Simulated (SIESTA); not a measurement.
HgSe under changes of volume

One of the cells (28.067 Å³/atom); the others are scaled copies at fixed shape and fractional positions:

```
Hg Se
1.0
     0.00000    3.03900    3.03900
     3.03900    0.00000    3.03900
     3.03900    3.03900    0.00000
Hg Se
1 1
Direct
  0.00000 0.00000 0.00000
  0.75000 0.75000 0.75000
```

| Property | Result |
| --- | --- |
| Program | SIESTA 5.4.2 |
| Functional | PBE |
| Potentials or basis | PseudoDojo 0.4 standard (PBE files) |
| Basis | TZDP (energy shift 0.002 Ry) |
| Grid cutoff | 800 Ry |
| Energy shift | 0.002 Ry |
| k mesh | 8 × 8 × 8 |
| Occupations | fermi-dirac, width 0.05 eV |
| Spin | no spin polarisation |

```tsv
volume (Å³/atom)	energy over the lowest point (meV/atom)	pressure (GPa)
26.383	?	?
26.944	88.06	8.9
27.505	60.03	7.1
28.067	37.85	5.6
28.628	21.09	4.2
29.189	8.42	3.0
29.751	0.00	1.8
```

Question: What does the run at 26.383 Å³/atom give?

Answer: Energy over the lowest point 122.31 meV/atom; pressure 10.7 GPa.

Worked out: A Birch-Murnaghan fit of order 3 (a polynomial in V^(-2/3)) to the other rows has no minimum within the range. It gives 122.85 meV/atom at 26.383 Å³/atom, against the run's 122.31, and -dE/dV = 11.0 GPa, against 10.7.

Energies are extrapolated to zero smearing.

Caveats: semicore shells carry a single zeta, which can move pressures by several GPa and volumes by a few percent; the basis of atomic orbitals isn't converged, which shifts pressures, moduli and gaps.
